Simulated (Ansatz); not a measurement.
SnO₂: moving O off its site

SnO₂, P4_2/mnm, a = 4.760 Å, c = 3.201 Å. Ansatz: r2SCAN, PAW, 500 eV, Γ-centred 6×6×8 mesh on 6 atoms, Gaussian smearing 0.05 eV; no spin polarisation.

```
CELL_PARAMETERS angstrom
4.76022 0.00000 0.00000
0.00000 4.76022 0.00000
0.00000 0.00000 3.20057
ATOMIC_POSITIONS crystal
Sn 0.00000 0.00000 0.00000
Sn 0.50000 0.50000 0.50000
O 0.30589 0.30589 0.00000
O 0.19411 0.80589 0.50000
O 0.69411 0.69411 0.00000
O 0.80589 0.19411 0.50000
```

Atom 3 (O) moves by x along the unit vector (-0.707, -0.707, 0.000), with its periodic images; all else is held. y is the free energy of the cell over the start, F the force along the path summed over the moved atoms.

| x (Å) | y (meV) | F (eV/Å) |
| --- | --- | --- |
| -0.300 | ? | ? |
| -0.200 | 444.4 | 4.38 |
| -0.100 | 113.4 | 2.24 |
| 0.000 | 0.0 | 0.00 |
| 0.050 | 30.3 | -1.23 |
| 0.100 | 124.8 | -2.58 |
| 0.150 | 290.8 | -4.10 |
| 0.200 | 538.6 | -5.86 |
| 0.250 | 882.3 | -7.95 |
| 0.300 | 1340.7 | -10.47 |

Task: Fit y = c2 x² + c3 x³ + c4 x⁴ to the energies of the other rows, give the force constant, and predict energy and force of the missing row.

Result: Least squares on the rows shown. y = 11629 x² + 5883.4 x³ + 16617 x⁴. The force constant is 2 c2 = 23.3 eV/Å² (for all images moving together, not for a lone atom). The force −dy/dx at the missing row is 7.18 eV/Å (computed 6.55). At x = -0.300 the fit asked for gives 1022.4 meV. The run gave 990.3 meV, so the fit is 32.1 meV too high, 2.4 % of the span of the series, against an rms of 0.9 meV on the fitted rows. The row lies outside the fitted range. With a term in x⁵ added, a fit to the same known rows predicts 981.4 meV, so most of the miss is curvature that the known rows already hold.